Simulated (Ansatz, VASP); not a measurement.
## Two plane-wave programs on Al

```
CELL_PARAMETERS angstrom
2.04764 2.04764 0.00000
-2.04764 2.04764 0.00000
0.00000 0.00000 3.83470
ATOMIC_POSITIONS crystal
Al 0.00000 0.00000 0.00000
Al 0.50000 0.50000 0.50000
```

Change from the starting cell: uniaxial strain along c, a, b and atoms relaxed: -4.5 %.

Alike in both runs: functional PBEsol; k mesh 18 × 18 × 14; occupations gaussian, width 0.1 eV; no spin polarisation.

Ansatz relaxed the structure, and its values are those at the end. VASP's run is a single point on that final structure, the one shown.

|  | VASP | Ansatz |
| --- | --- | --- |
| version | VASP 6.6.1 | Ansatz 0.2.0 |
| potentials or method | VASP PAW PBE potentials, release 64 (Al) | scalar-relativistic, plane waves, PAW |
| plane-wave cutoff (eV) | 520 | 420 |
| valence electrons in the cell | 6 | 6 |

|  | VASP | Ansatz | Ansatz less VASP |
| --- | --- | --- | --- |
| gap on the k mesh at the Fermi level (eV) | none | none | - |
| pressure (GPa) | 0.9 | 0.9 | -0.07 |

A gap of «none» marks a metal or a gap that the smearing closes. With one functional, cell and mesh, what is left measures potentials, basis and numerics.

Caveats: the PAW data sets were made with another functional, which shifts forces and pressure a little (VASP).
